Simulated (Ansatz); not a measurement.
Input for Ansatz (plane-wave DFT, PAW):

```yaml
crystal:
  lattice:
    - [3.4863778627, 0.0, 0.0]
    - [-1.7431889314, 3.0192917963, 0.0]
    - [0.0, 0.0, 4.17804122]
  atoms:
    - { symbol: Mg, position: [0.66666667, 0.33333333, 0.75] }
    - { symbol: Mg, position: [0.33333333, 0.66666667, 0.25] }
    - { symbol: O, position: [0.66666667, 0.33333333, 0.25] }
    - { symbol: O, position: [0.33333333, 0.66666667, 0.75] }
basis:
  ecutwfc: 420
kpoints:
  mp_grid: { grid: [9, 9, 6] }
hamiltonian:
  xc: pbe
scf:
  occupations: { method: gaussian, width: 0.02 }
output:
  forces: true
  stress: true
  eigenvalues: true
  populations: true
```

Command:
```bash
ansatz run input.yaml --threads 1 --pin off --max-ram 2560MiB --backend cpu --events-out ev --progress --plain --runs-dir out
```

Method: Ansatz, DFT PBE, scalar-relativistic, plane waves, PAW.

Abridged output (iterations and final results):

```
SCF iter   1: F=—  HF=-4988.117327 eV  |F-HF|=—  |Δ(HF+E_count)|=         —  Δρ=1.19e-3  dr2=2.73e-4  ethr=1.77e-3  ⟨swp⟩=6.0  Hψ=4506  notcnv=0
SCF iter   2: F=—  HF=-4988.117399 eV  |F-HF|=—  |Δ(HF+E_count)|=   7.29e-5  Δρ=5.92e-4  dr2=7.59e-5  ethr=8.55e-7  ⟨swp⟩=2.2  Hψ=2286  notcnv=0
SCF iter   3: F=—  HF=-4988.117957 eV  |F-HF|=—  |Δ(HF+E_count)|=   5.57e-4  Δρ=2.47e-4  dr2=1.87e-5  ethr=2.37e-7  ⟨swp⟩=3.0  Hψ=1898  notcnv=0
SCF iter   4: F=—  HF=-4988.117979 eV  |F-HF|=—  |Δ(HF+E_count)|=   2.27e-5  Δρ=5.09e-5  dr2=8.07e-7  ethr=5.84e-8  ⟨swp⟩=2.6  Hψ=1619  notcnv=0
SCF iter   5: F=—  HF=-4988.117980 eV  |F-HF|=—  |Δ(HF+E_count)|=   3.30e-7  Δρ=3.86e-5  dr2=4.22e-7  ethr=2.52e-9  ⟨swp⟩=2.0  Hψ=1728  notcnv=0
SCF iter   6: F=-4988.117980 eV  HF=-4988.117980 eV  |F-HF|=1.73e-8  |Δ(HF+E_count)|=   2.15e-8  Δρ=6.17e-6  dr2=1.32e-8  ethr=3.13e-10  ⟨swp⟩=3.0  Hψ=3584  notcnv=0
SCF 1 converged in 6 iterations: F = -4988.117980 eV  dr2 = 1.32e-8
SCF converged after 6 iterations
Free energy (F): -4988.117980 eV
Harris-Foulkes:  -4988.117980 eV  (|F-HF|=1.73e-8)
Internal energy: -4988.117980 eV  (E = F + TS)
E sigma→0 (E₀):  -4988.117980 eV
Fermi energy:    7.939579 eV
--- Per-component energies (eV) ---
  E_band       = -645.563642
  E_kinetic    = 510.509419
  E_local      = -3647.174440  (includes V_loc(G=0)·N_el)
  E_nonlocal   = 285.883369
  E_hartree    = 1299.375807
  E_xc         = -209.912224
  E_vxc        = -268.892279  (∫ρ·V_xc dr)
  E_paw        = -899.958439  (= ΣΔE_a)
  E_vpaw       = -124.647207  (= ΣTr[D̂ρ^β])
  E_aug_tail   = 0.004993  (compensation charges beyond the density's cutoff)
  E_ewald      = -2326.846465
  E_smearing   =  0.000000  (= −TS)
--- Forces (eV/Å), atoms counted from 1 ---
  atom   1  Mg     0.00000000     0.00000000     0.00000000
  atom   2  Mg     0.00000000     0.00000000     0.00000000
  atom   3  O      0.00000000     0.00000000     0.00000000
  atom   4  O      0.00000000     0.00000000     0.00000000
--- Stress (GPa, compression-positive) ---
        4.180858       0.000000       0.000000
        0.000000       4.180858       0.000000
        0.000000       0.000000       5.264313
  P = ⅓ Tr σ = 4.5420 GPa (45.420 kbar)
--- Band table (eV; the first three rows and the last of 48) ---
  k-point 0: bands = ["-66.0414", "-66.0289", "-32.8276", "-32.8094", "-32.8094", "-32.7821", "-32.7821", "-32.7519", "-10.7175", "-9.3222", "2.6000", "4.4863", "4.4863", "5.4099", "5.4099", "6.2119", "9.6672", "15.7283", "18.4824", "18.7908"]
  k-point 1: bands = ["-66.0406", "-66.0298", "-32.8232", "-32.8076", "-32.8076", "-32.7839", "-32.7839", "-32.7576", "-10.6221", "-9.4114", "2.7204", "4.5428", "4.5428", "5.3429", "5.3429", "5.7055", "10.2111", "15.2154", "18.6937", "18.6937"]
  k-point 2: bands = ["-66.0383", "-66.0320", "-32.8106", "-32.8025", "-32.8025", "-32.7889", "-32.7889", "-32.7728", "-10.3616", "-9.6600", "3.1092", "4.7025", "4.7025", "4.7259", "5.1643", "5.1643", "11.3598", "14.0568", "18.7161", "18.7161"]
  k-point 47: bands = ["-66.0344", "-66.0344", "-32.8383", "-32.8383", "-32.8043", "-32.8043", "-32.7622", "-32.7622", "-9.6654", "-9.6654", "2.6207", "2.6207", "3.7496", "3.7496", "5.8317", "5.8317", "14.3792", "14.3792", "17.1190", "17.1190"]
--- Löwdin populations: 4 sites ---
  site symbol q [e]
     0     Mg      8.4566
     1     Mg      8.4566
     2      O      7.4025
     3      O      7.4025
  spilling = 0.008809 (of n_electrons = 32.000000)
```

The run converged.

Time: 2.9 s on 1 thread of Intel(R) Xeon(R) Platinum 8375C CPU @ 2.90GHz (Ice Lake), on a shared host, peak memory 0.35 GiB.